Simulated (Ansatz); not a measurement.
Wanted: the native input for an Ansatz 0.2.0 run.

- Task: single point
- Functional: PBEsol
- Potentials or basis: Ansatz PAW
- Cutoff: 420 eV (not typed: the program's choice for these potentials)
- k mesh: 9 × 9 × 9
- Occupations: fermi-dirac, width 0.05 eV
- Spin: collinear spin, ferromagnetic start
- Starting moments: [0.0, 3.0, 0.0, 0.0] μB
- Fixed moment: 3 μB

CoPtO2:

```
Pt Co O
1.0
     1.41227    0.81537    5.93939
    -1.41227    0.81537    5.93939
     0.00000   -1.63075    5.93939
Pt Co O
1 1 2
Direct
  0.00000 0.00000 0.00000
  0.50000 0.50000 0.50000
  0.11224 0.11224 0.11224
  0.88776 0.88776 0.88776
```

The cell is a database's computed one.

These files were run (other wordings do the same):

input.yaml

```yaml
crystal:
  lattice:
    - [1.4122699173, 0.8153744169, 5.9393891094]
    - [-1.4122699173, 0.8153744169, 5.9393891094]
    - [0.0, -1.6307488338, 5.9393891094]
  atoms:
    - { symbol: Pt, position: [0.0, 0.0, 0.0] }
    - { symbol: Co, position: [0.5, 0.5, 0.5], spin: 3.0 }
    - { symbol: O, position: [0.11224403, 0.11224403, 0.11224403] }
    - { symbol: O, position: [0.88775597, 0.88775597, 0.88775597] }
hamiltonian:
  xc: pbesol
  pseudopotentials: { kind: paw }
magnetization:
  spin_polarized: true
  initial_magnetization: 3.0
  spin_locking: { lock_magnetization: hard }
kpoints:
  mp_grid: { grid: [9, 9, 9] }
scf:
  occupations: { method: fermi_dirac, width: 0.05 }
  lower_state_search: "off"
output:
  forces: true
  stress: true
  eigenvalues: true
```

Potentials or basis: Ansatz PAW.

Launch:

```bash
$ ansatz run input.yaml --threads 2 --pin off --max-ram 5632MiB --backend cpu --events-out ev --progress --plain --runs-dir out
```

It gave:

```json
{"Pressure": "13.1 GPa", "Largest force": "2.187 eV/Å", "Net moment": "3.00 μB per cell", "Absolute moment": "3.01 μB per cell", "Site moments": "Pt +0.16; Co +2.17; O +0.21 μB"}
```

Caveat: the pressure holds a Pulay correction of +0.7 GPa for the finite cutoff; the total moment is fixed, so each spin has its own Fermi level; a cell with one magnetic atom can't hold antiferromagnetic order, which such compounds often take; the PAW data sets come from PBE, with cores solved anew for the run's functional, which leaves a small shift of forces and pressure; forces of over 1 eV/Å show positions far from the minimum, so gaps and moduli don't describe the material at rest; the thresholds are loose for stress.

It took 6.9 s on 2 threads of AMD EPYC 7R43 64-Core Processor (Zen 3) (shared host), peak memory 0.46 GiB.
